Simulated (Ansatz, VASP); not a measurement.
## Rb in VASP and in Ansatz

File INCAR:

```
SYSTEM = Rb
  ALGO = Normal
  EDIFF = 1E-7
  ENCUT = 520
  GGA = PE
  ISIF = 2
  ISMEAR = -1
  LASPH = .True.
  LCHARG = .True.
  LELF = .True.
  LREAL = .False.
  LVHAR = .True.
  LWAVE = .False.
  NBANDS = 10
  NELM = 100
  PREC = Accurate
  SIGMA = 0.08
```

Contents of KPOINTS:

```
k-points
0
Gamma
  10 10 10
  0 0 0
```

The input POSCAR:

```
Rb
1.0
    4.5621652346      0.0000000000      0.0000000000
    0.0000000000      4.5621652346      0.0000000000
    0.0000000000      0.0000000000      4.5621652346
Rb
1
Direct
    0.0000000000      0.0000000000      0.0000000000
```

Input for Ansatz:

```yaml
crystal:
  lattice:
    - [4.5621652346, 0.0, 0.0]
    - [0.0, 4.5621652346, 0.0]
    - [0.0, 0.0, 4.5621652346]
  atoms:
    - { symbol: Rb, position: [0.0, 0.0, 0.0] }
kpoints:
  mp_grid: { grid: [10, 10, 10] }
scf:
  occupations: { method: fermi_dirac, width: 0.08 }
hamiltonian:
  xc: pbe
  pseudopotentials: { kind: all_electron, lapw: { basis_error: 0.0005 } }
output:
  forces: true
  stress: true
  eigenvalues: true
```

Change from the starting cell: volume scaled by 0.96.

Alike in both runs: task single point; functional PBE; k mesh 10 × 10 × 10; occupations fermi-dirac, width 0.08 eV; no spin polarisation.

|  | VASP | Ansatz |
| --- | --- | --- |
| version | VASP 6.6.1 | Ansatz 0.2.0 |
| potentials or method | VASP PAW PBE potentials, release 64 (Rb_sv) | all-electron LAPW, scalar-relativistic |
| plane-wave cutoff (eV) | 520 | see its input |

|  | VASP | Ansatz | Ansatz less VASP |
| --- | --- | --- | --- |
| pressure (GPa) | 0.1 | 0.1 | 0.00 |

Ansatz ran all-electron here, so the differences hold the error of VASP's frozen core and of both bases.
